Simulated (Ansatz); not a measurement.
**InAs (F-43m), zone-centre modes**

These are results of DFT PBEsol, scalar-relativistic, plane waves, PAW in Ansatz 0.2.0, not measurements. Cutoff 420 eV, Γ-centred 18×18×18 k-points, Gaussian smearing of 0.15 eV. No spin polarisation.

Reference structure (relaxed at this level):

```
CELL_PARAMETERS angstrom
0.00000 3.04373 3.04373
3.04373 0.00000 3.04373
3.04373 3.04373 0.00000
ATOMIC_POSITIONS crystal
In 0.00000 0.00000 0.00000
As 0.75000 0.75000 0.75000
```

Harmonic modes by finite displacements of 0.02 Å, without the LO–TO term.

Task: At this geometry, is the structure stable against these modes?

Result: Yes: no mode is imaginary beyond 10 cm⁻¹, and only the three translations lie near zero.

Task: List the wavenumbers in cm⁻¹.

Result: 0, 0, 0, 209, 209, 209.

Cost: 1 run of about 1.6 core-minutes, on Oxide Virtual Turin-like Processor (Zen 5) (shared hosts).